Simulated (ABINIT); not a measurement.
# ZnSe (Stilleite) (F-43m) in ABINIT: further runs, part 2 of 2

ABINIT 10.8.3 (patched build).

**3. Band structure, BP86**

Input file run.abi:

```
ndtset 2

pp_dirpath "./"
pseudos "Se.GGA_PBE-JTH.xml, Zn.GGA_PBE-JTH.xml"

acell 3*1.0
rprim
     0.0000000000     5.3551058920     5.3551058920
     5.3551058920     0.0000000000     5.3551058920
     5.3551058920     5.3551058920     0.0000000000
ntypat 2
znucl 34 30
natom 2
typat 1 2
xcart
     4.2507000000     4.2507000000     4.2507000000
     0.0000000000     0.0000000000     0.0000000000 Angstrom

ecut 544.227725 eV
pawecutdg 40.0

ixc -106132

occopt 3
tsmear 0.05 eV

nstep 100

iomode 3
prtwf 0
prteig 0
prtebands 0
enunit 1
prtden1 1

kptopt1 1
ngkpt1 8 8 8
nshiftk1 1
shiftk1 0.0 0.0 0.0
nband1 13
tolvrs1 1.0e-9

iscf2 -2
getden2 1
nband2 17
nbdbuf2 2
tolwfr2 1.0e-12
kptopt2 -9
ndivsm2 5
prteig2 1
kptbounds2
     0.0000000000     0.0000000000     0.0000000000
     0.5000000000     0.0000000000     0.5000000000
     0.5000000000     0.2500000000     0.7500000000
     0.3750000000     0.3750000000     0.7500000000
     0.0000000000     0.0000000000     0.0000000000
     0.5000000000     0.5000000000     0.5000000000
     0.6250000000     0.2500000000     0.6250000000
     0.5000000000     0.2500000000     0.7500000000
     0.5000000000     0.5000000000     0.5000000000
     0.3750000000     0.3750000000     0.7500000000
```

Potentials or basis: JTH PAW PBE v2.0.

Started as:

```sh
$ abinit run.abi > log 2>&1
```

run.abo:

```text
.Version 10.8.3 of ABINIT
 DATASET    1 : space group F-4 3 m (#216); Bravais cF (face-center cubic)
================================================================================
 Values of the parameters that define the memory need for DATASET  1.
     intxc =       0    ionmov =       0      iscf =      17    lmnmax =      18
     lnmax =       6     mgfft =      32  mpssoang =       3    mqgrid =    3001
     natom =       2  nloc_mem =       2    nspden =       1   nspinor =       1
    nsppol =       1      nsym =      24    n1xccc =       1    ntypat =       2
    occopt =       3   xclevel =       2
       mpw =        1329          nfft =       32768          nkpt =          29
 PAW method is used; the additional fine FFT grid is defined by:
   mgfftf=        45    nfftf =     91125
================================================================================
================================================================================

 DATASET    2 : space group F-4 3 m (#216); Bravais cF (face-center cubic)
================================================================================
 Values of the parameters that define the memory need for DATASET  2.
     intxc =       0    ionmov =       0      iscf =      -2    lmnmax =      18
     lnmax =       6     mgfft =      32  mpssoang =       3    mqgrid =    3001
     natom =       2  nloc_mem =       2    nspden =       1   nspinor =       1
    nsppol =       1      nsym =      24    n1xccc =       1    ntypat =       2
    occopt =       3   xclevel =       2
       mpw =        1331          nfft =       32768          nkpt =          87
 PAW method is used; the additional fine FFT grid is defined by:
   mgfftf=        45    nfftf =     91125
================================================================================
================================================================================

--------------------------------------------------------------------------------
------------- Echo of variables that govern the present computation ------------
--------------------------------------------------------------------------------
 -outvars: echo values of preprocessed input variables --------
            acell      1.0000000000E+00  1.0000000000E+00  1.0000000000E+00 Bohr
              amu      7.89600000E+01  6.53900000E+01
             ecut      2.00000000E+01 Hartree
           enunit           1
           getden1          0
           getden2          1
             iscf1         17
             iscf2         -2
                       outvar_i_n : Printing only first  50 k-points.
              ixc     -106132
           jdtset        1    2
                       outvar_i_n : Printing only first  50 k-points.
           kptopt1          1
           kptopt2         -9
         kptrlatt        8    0    0      0    8    0      0    0    8
          kptrlen1     6.05861070E+01
          kptrlen2     3.00000000E+01
            natom           2
            nband1         13
            nband2         17
           nbdbuf1          0
           nbdbuf2          2
           ndtset           2
           ndivsm1          0
           ndivsm2          5
            ngfft          32      32      32
          ngfftdg          45      45      45
             nkpt1         29
             nkpt2         87
            nstep         100
             nsym          24
           ntypat           2
[... 875 lines left out ...]
 Non-SCF case, kpt   86 (  0.38889  0.38889  0.72222), residuals and eigenvalues=
  1.74E-13  6.99E-13  5.10E-13  8.65E-13  3.49E-13  7.25E-13  8.28E-13  9.65E-13
  6.49E-13  6.23E-13  9.99E-13  1.52E-13  2.20E-13  7.03E-13  1.25E-13  3.83E-07
  1.57E-04
 -3.6011E-01 -1.4765E-01 -1.4395E-01 -1.4006E-01 -1.3702E-01 -1.2827E-01
 -8.2849E-02 -2.2633E-02  2.8604E-02  2.2575E-01  3.0744E-01  4.0895E-01
  4.1996E-01  4.4470E-01  5.2859E-01  6.5771E-01  6.9531E-01
 Non-SCF case, kpt   87 (  0.37500  0.37500  0.75000), residuals and eigenvalues=
  3.03E-13  2.95E-13  4.88E-13  2.74E-13  2.81E-13  2.83E-13  3.59E-13  5.89E-13
  5.08E-13  2.97E-13  3.14E-13  8.46E-13  4.20E-13  2.42E-13  3.62E-13  1.00E-07
  2.31E-04
 -3.5948E-01 -1.4778E-01 -1.4354E-01 -1.4045E-01 -1.3687E-01 -1.2803E-01
 -8.2942E-02 -2.2266E-02  2.5161E-02  2.2239E-01  2.9608E-01  4.2402E-01
  4.3209E-01  4.4223E-01  5.3611E-01  6.5730E-01  7.1864E-01

--- !ResultsGS
iteration_state: {dtset: 2, }
comment   : Summary of ground state results
lattice_vectors:
- [  0.0000000,   5.3551059,   5.3551059, ]
- [  5.3551059,   0.0000000,   5.3551059, ]
- [  5.3551059,   5.3551059,   0.0000000, ]
lattice_lengths: [   7.57326,    7.57326,    7.57326, ]
lattice_angles: [ 60.000,  60.000,  60.000, ] # degrees, (23, 13, 12)
lattice_volume:   3.0713845E+02
convergence: {deltae:  0.000E+00, res2:  0.000E+00, residm:  9.993E-13, diffor:  0.000E+00, }
etotal    :  -7.40206365E+01
entropy   :   0.00000000E+00
fermie    :   1.14720051E-01
cartesian_stress_tensor: null
pressure_GPa: null
xred      :
- [  7.5000E-01,   7.5000E-01,   7.5000E-01, Se]
- [  5.0384E-10,   5.0384E-10,   5.0384E-10, Zn]
cartesian_forces: null
force_length_stats: {min: null, max: null, mean: null, }
...

 Integrated electronic density in atomic spheres:
 ------------------------------------------------
 Atom  Sphere_radius  Integrated_density
    1        2.21132          4.03270342
    2        2.30770         10.77721543

================================================================================

 ----iterations are completed or convergence reached----

 Mean square residual over all n,k,spin=   54.613E-14; max=  99.929E-14
 reduced coordinates (array xred) for    2 atoms
       0.750000000504      0.750000000504      0.750000000504
       0.000000000504      0.000000000504      0.000000000504

 cartesian coordinates (angstrom) at end:
    1      4.25070000000000     4.25070000000000     4.25070000000000
    2      0.00000000285555     0.00000000285555     0.00000000285555
 length scales=  1.000000000000  1.000000000000  1.000000000000 bohr
              =  0.529177210544  0.529177210544  0.529177210544 angstroms
 Eigenvalues (   eV  ) for nkpt=  87  k points:
 kpt#   1, nband= 17, wtk=  1.00000, kpt=  0.0000  0.0000  0.0000 (reduced coord)
 -10.81054   -4.11358   -4.11358   -4.11358   -3.74773   -3.74773    2.47031    2.47031
   2.47031    3.70390    8.28173    8.28173    8.28173   12.45238   14.04820   14.04820
  15.62029
 kpt#   2, nband= 17, wtk=  1.00000, kpt=  0.0357  0.0000  0.0357 (reduced coord)
 -10.79933   -4.11410   -4.11078   -4.11078   -3.74849   -3.74695    2.26174    2.43134
   2.43134    3.92443    8.20227    8.34089    8.34089   12.57264   13.71476   14.06676
  15.67635
 kpt#   3, nband= 17, wtk=  1.00000, kpt=  0.0714  0.0000  0.0714 (reduced coord)
 -10.76605   -4.11609   -4.10336   -4.10336   -3.75146   -3.74500    1.84039    2.31942
   2.31942    4.37824    7.98962    8.51277    8.51277   12.83840   13.13378   14.12208
  15.80377
 kpt#   4, nband= 17, wtk=  1.00000, kpt=  0.1071  0.0000  0.1071 (reduced coord)
 -10.71170   -4.11880   -4.09129   -4.09129   -3.75619   -3.74195    1.37225    2.14898
   2.14898    4.88977    7.69691    8.78305    8.78305   12.31659   13.47296   14.21396
  16.03200
 kpt#   5, nband= 17, wtk=  1.00000, kpt=  0.1429  0.0000  0.1429 (reduced coord)
[... 317 lines left out ...]
   1.02452    6.31388    8.51852   10.54448   10.58748   12.73045   14.42734   16.64277
  17.82782
 kpt#  85, nband= 17, wtk=  1.00000, kpt=  0.4028  0.4028  0.6944 (reduced coord)
  -9.82846   -4.01597   -3.93275   -3.80215   -3.73110   -3.50703   -2.28338   -0.49750
   0.89383    6.24258    8.55008   10.71524   11.00448   12.38742   14.34514   17.44883
  18.23537
 kpt#  86, nband= 17, wtk=  1.00000, kpt=  0.3889  0.3889  0.7222 (reduced coord)
  -9.79914   -4.01776   -3.91716   -3.81118   -3.72845   -3.49041   -2.25443   -0.61588
   0.77836    6.14300    8.36586   11.12802   11.42775   12.10102   14.38366   17.89727
  18.92048
 kpt#  87, nband= 17, wtk=  1.00000, kpt=  0.3750  0.3750  0.7500 (reduced coord)
  -9.78192   -4.02120   -3.90589   -3.82181   -3.72438   -3.48399   -2.25696   -0.60588
   0.68465    6.05144    8.05662   11.53821   11.75783   12.03378   14.58827   17.88612
  19.55520

== END DATASET(S) ==============================================================
================================================================================

 -outvars: echo values of variables after computation  --------
            acell      1.0000000000E+00  1.0000000000E+00  1.0000000000E+00 Bohr
           etotal1    -7.4020636533E+01
            fcart1    -1.0056365934E-28 -1.0056365934E-28  3.0169097801E-28
                       1.0056365934E-28  1.0056365934E-28 -3.0169097801E-28
            rprim      0.0000000000E+00  5.3551058920E+00  5.3551058920E+00
                       5.3551058920E+00  0.0000000000E+00  5.3551058920E+00
                       5.3551058920E+00  5.3551058920E+00  0.0000000000E+00
           strten1    -6.6329257819E-05 -6.6329257819E-05 -6.6329257819E-05
                       0.0000000000E+00  0.0000000000E+00  0.0000000000E+00
           xangst      4.2507000000E+00  4.2507000000E+00  4.2507000000E+00
                       2.8555515339E-09  2.8555512979E-09  2.8555515339E-09
             xred      7.5000000050E-01  7.5000000050E-01  7.5000000050E-01
                       5.0383783257E-10  5.0383791583E-10  5.0383783257E-10
 Calculation completed.
```

It took 94 s on 1 thread of Arm Neoverse V1, shared host; peak memory 0.13 GiB.

What came out:

* Free energy: -2014.2041 eV
* Band gap on the k mesh: 1.23 eV, direct
* Valence electrons inside the program's atomic spheres: Se 4.03; Zn 10.78

Levels at the corners of the path, in eV from the valence-band top:
```tsv
point	band 6	band 7	band 8	band 9	band 10	band 11	band 12	band 13
Γ	-6.22	0.00	0.00	0.00	1.23	5.81	5.81	5.81
X	-6.04	-4.77	-2.18	-2.18	3.00	3.44	10.71	11.25
W	-5.92	-4.70	-2.75	-2.65	5.50	5.51	6.97	7.75
K	-5.95	-4.73	-3.08	-1.79	3.58	5.59	9.07	9.29
Γ	-6.22	0.00	0.00	0.00	1.23	5.81	5.81	5.81
L	-6.06	-5.22	-0.86	-0.86	2.50	6.40	6.40	8.60
U	-5.95	-4.73	-3.08	-1.79	3.58	5.59	9.07	9.29
W	-5.92	-4.70	-2.75	-2.65	5.50	5.51	6.97	7.75
L	-6.06	-5.22	-0.86	-0.86	2.50	6.40	6.40	8.60
K	-5.95	-4.73	-3.08	-1.79	3.58	5.59	9.07	9.29
```

Caveat: the cutoff is too short for stress, so the log's stress isn't used; the PAW data sets were made with another functional, which shifts forces and pressure a little.

**4. Band structure, HLE16**

Changes to run.abi since step 3:

```diff
@@ -1,3 +1,5 @@
+# Datasets: ground state, then fixed potential
 ndtset 2
 
+# Pseudopotentials
 pp_dirpath "./"
@@ -5,2 +7,3 @@
 
+# Structure
 acell 3*1.0
@@ -14,6 +17,7 @@
 typat 1 2
-xcart
-     4.2507000000     4.2507000000     4.2507000000
-     0.0000000000     0.0000000000     0.0000000000 Angstrom
+xred
+     0.7500000000     0.7500000000     0.7500000000
+     0.0000000000     0.0000000000     0.0000000000
 
+# Plane-wave basis
 ecut 544.227725 eV
@@ -21,4 +25,6 @@
 
-ixc -106132
+# Exchange and correlation
+ixc -545
 
+# Bands and occupations
 occopt 3
@@ -26,4 +32,6 @@
 
+# SCF cycle
 nstep 100
 
+# Output
 iomode 3
@@ -32,5 +40,9 @@
 prtebands 0
-enunit 1
+enunit 2
 prtden1 1
+prtvha1 1
+prtvclmb1 1
+prtpot1 1
 
+# Dataset 1
 kptopt1 1
@@ -42,2 +54,3 @@
 
+# Dataset 2: bands along G-X-W-K-G-L-U-W-L-K
 iscf2 -2
@@ -48,3 +61,3 @@
 kptopt2 -9
-ndivsm2 5
+ndivsm2 6
 prteig2 1
```

Started as:

```sh
$ abinit run.abi > log 2>&1
```

Wall time 1.7 min (1 thread of Arm Neoverse V1, shared host); peak memory 0.13 GiB.

The run converged. Its results:

```yaml
Free_energy: -2132.3691 eV
Band_gap_on_the_k_mesh: 2.55 eV, direct
Valence_electrons_inside_the_program's_atomic_spheres: Se 4.37; Zn 10.79
```

Levels at the corners of the path, in eV from the valence-band top:
```
point  band 7  band 8  band 9  band 10  band 11  band 12
    Γ    0.00    0.00    0.00     2.55     7.19     7.19
    X   -4.08   -1.65   -1.65     4.76     4.94    12.21
    W   -3.88   -2.16   -1.91     6.23     7.13     8.45
    K   -3.92   -2.33   -1.35     5.10     6.83    10.48
    Γ    0.00    0.00    0.00     2.55     7.19     7.19
    L   -4.21   -0.66   -0.66     3.84     7.81     7.81
    U   -3.92   -2.33   -1.35     5.10     6.83    10.48
    W   -3.88   -2.16   -1.91     6.23     7.13     8.45
    L   -4.21   -0.66   -0.66     3.84     7.81     7.81
    K   -3.92   -2.33   -1.35     5.10     6.83    10.48
```

Caveat: the cutoff is too short for stress, so the log's stress isn't used; the potentials were made for a functional far from this one; the potentials were made for another functional, which shifts forces and pressure.

**5. The runs side by side**

| level | gap on the mesh (eV) |
| --- | --- |
| PW91 | 1.25 |
| BP86 | 1.23 |
| HLE16 | 2.55 |

Alike in all rows: task band structure; potentials or basis JTH PAW PBE v2.0; no spin polarisation; cell as given; k mesh 8 × 8 × 8; cutoff (eV) 544; smearing fermi-dirac 0.05 eV.

On the cell as given the gap runs from 1.23 eV (BP86) to 2.55 eV (HLE16).

Caveats: the PAW data sets were made with another functional, which shifts forces and pressure a little (some runs); the potentials were made for a functional far from this one (some runs); the potentials were made for another functional, which shifts forces and pressure (some runs).

Absolute energies hang on the potentials; compare differences alone.

**6. Comparison with measurements**

Step 2. A measured gap of ZnSe is 2.695 eV (an exciton energy, a little under the gap; 300 K; “Alloy Disordering Effects on the Thermal Conductivity and Energy Gap Temperature Dependence of Cd1−xZnxSe Ternary Crystals Grown by the Bridgman Method”, 2023, pmc:10253836); the calculated 1.25 eV misses it by -1.44 eV. So large a miss can be the level of theory's own, or it may mean another phase, state or a wrong row. Spin-orbit coupling on Se is left out. The value is that of PW91, without temperature or zero-point motion. Semilocal functionals fall short of measured gaps as a rule.

Step 3. Against the measured gap of ZnSe, 2.695 eV (an exciton energy, a little under the gap; 300 K; “Alloy Disordering Effects on the Thermal Conductivity and Energy Gap Temperature Dependence of Cd1−xZnxSe Ternary Crystals Grown by the Bridgman Method”, 2023, pmc:10253836), the calculated 1.23 eV is off by -1.46 eV. So large a miss can be the level of theory's own, or it may mean another phase, state or a wrong row. Spin-orbit coupling on Se is left out. The value is that of BP86, without temperature or zero-point motion.
